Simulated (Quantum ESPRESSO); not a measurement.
# HfN in Quantum ESPRESSO: convergence with SCF threshold

Input of the first run (SCF threshold 0.001 Ry); the others differ in this setting and in those tied to it:

pw.in

```
&CONTROL
  calculation = 'scf'
  prefix = 'pwscf'
  outdir = './tmp'
  pseudo_dir = './pseudo'
  tprnfor = .true.
  tstress = .true.
  disk_io = 'nowf'
/
&SYSTEM
  ibrav = 0
  nat = 2
  ntyp = 2
  ecutwfc = 84
  nbnd = 15
  occupations = 'smearing'
  smearing = 'mv'
  degauss = 0.00999582
/
&ELECTRONS
  conv_thr = 0.001
  electron_maxstep = 120
  mixing_beta = 0.5
/
ATOMIC_SPECIES
Hf   178.4900 Hf.upf
N     14.0070 N.upf
CELL_PARAMETERS angstrom
   0.0000000000    2.2560000000    2.2560000000
   2.2560000000    0.0000000000    2.2560000000
   2.2560000000    2.2560000000    0.0000000000
ATOMIC_POSITIONS crystal
Hf    -0.0036090000    0.0047080000    0.0016950000
N      0.4950000000    0.5041690000    0.4938940000
K_POINTS automatic
8 8 8 0 0 0
```

Potentials or basis: PseudoDojo 0.4.1 SR PBEsol standard.

The run is started by

```sh
$ OMP_NUM_THREADS=1 pw.x -in pw.in > pw.out
```

The cell isn't the ideal one: atoms moved at random, drawn with an rms of 0.02 Å.

Hardware: 1 thread of Arm Neoverse V1, with other jobs on the host.

Question: The values tried are 0.001 Ry, 0.0001 Ry, 1e-05 Ry, 1e-06 Ry, 1e-07 Ry, 1e-08 Ry, 1e-10 Ry, 1e-12 Ry, loosest first. From which on does the pressure stay within 0.1 GPa of the tightest run that finished?

Answer: From 1e-06 Ry on.

| SCF threshold | energy less the tightest run, at zero smearing (meV/atom) | pressure (GPa) | largest force (eV/Å) | SCF cycles | CPU time (s) | peak memory (GiB) |
| --- | --- | --- | --- | --- | --- | --- |
| 0.001 Ry | 0.19 | 0.37 | 0.335 | 5 | 70 | 0.16 |
| 0.0001 Ry | 0.04 | -1.93 | 0.332 | 6 | 80 | 0.17 |
| 1e-05 Ry | 0.01 | -2.14 | 0.331 | 7 | 91 | 0.17 |
| 1e-06 Ry | 0.00 | -2.46 | 0.331 | 8 | 100 | 0.17 |
| 1e-07 Ry | 0.00 | -2.46 | 0.331 | 8 | 100 | 0.17 |
| 1e-08 Ry | 0.00 | -2.53 | 0.331 | 9 | 120 | 0.17 |
| 1e-10 Ry | 0.00 | -2.51 | 0.331 | 12 | 150 | 0.17 |
| 1e-12 Ry | 0.00 | -2.51 | 0.331 | 13 | 160 | 0.16 |

Against the tightest run, the energy stays within 1 meV/atom from 0.001 Ry on; the largest force stays within 0.005 eV/Å from 0.001 Ry on. The tightest run that finished is the yardstick and may itself not be fully converged.

Spin-orbit coupling is left out, which matters for the levels of Hf.
